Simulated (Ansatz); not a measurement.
# InSb3: the cost of one run

Method: DFT PBE, scalar-relativistic, plane waves, PAW, in Ansatz 0.2.0.

**1. The structure to begin with**

It takes space group Fm-3m (No. 225, cubic). The conventional cell has a = 7.589 Å, b = 7.589 Å, c = 7.589 Å, α = 90.00°, β = 90.00°, γ = 90.00°. In (site symmetry m-3m) is surrounded by 8 Sb at 3.29 Å. Sb (site symmetry -43m) has 4 In at 3.29 Å and 4 Sb at 3.29 Å as nearest neighbours. Sb (site symmetry m-3m) has 8 Sb at 3.29 Å as nearest neighbours.

As a file:

```xyz
4
Lattice="0.0000 3.7946 3.7946 3.7946 0.0000 3.7946 3.7946 3.7946 0.0000" Properties=species:S:1:pos:R:3 pbc="T T T"
In    0.0000    0.0000    0.0000
Sb    1.8973    1.8973    1.8973
Sb    5.6918    5.6918    5.6918
Sb    3.7946    3.7946    3.7946
```

The structure comes from the Materials Project (structure only).

**2. A distortion that keeps the symmetry**

The change: strain xx, yy, zz, yz, xz, xy = -1.6, -1.6, -1.6, +0.0, +0.0, +0.0 %.

input.yaml reads:

```yaml
crystal:
  lattice:
    - [0.0, 3.7332729368, 3.7332729368]
    - [3.7332729368, 0.0, 3.7332729368]
    - [3.7332729368, 3.7332729368, 0.0]
  atoms:
    - { symbol: In, position: [0.0, 0.0, 0.0] }
    - { symbol: Sb, position: [0.25, 0.25, 0.25] }
    - { symbol: Sb, position: [0.75, 0.75, 0.75] }
    - { symbol: Sb, position: [0.5, 0.5, 0.5] }
basis:
  ecutwfc: 420
kpoints:
  mp_grid: { grid: [10, 10, 10] }
hamiltonian:
  xc: pbe
scf:
  occupations: { method: gaussian, width: 0.1 }
output:
  forces: true
  stress: true
  eigenvalues: true
```

**Question.** How long does this run take on 1 thread of an Arm CPU, shared host, and how much memory does it need?

About 18 s, with a peak of 0.43 GiB.
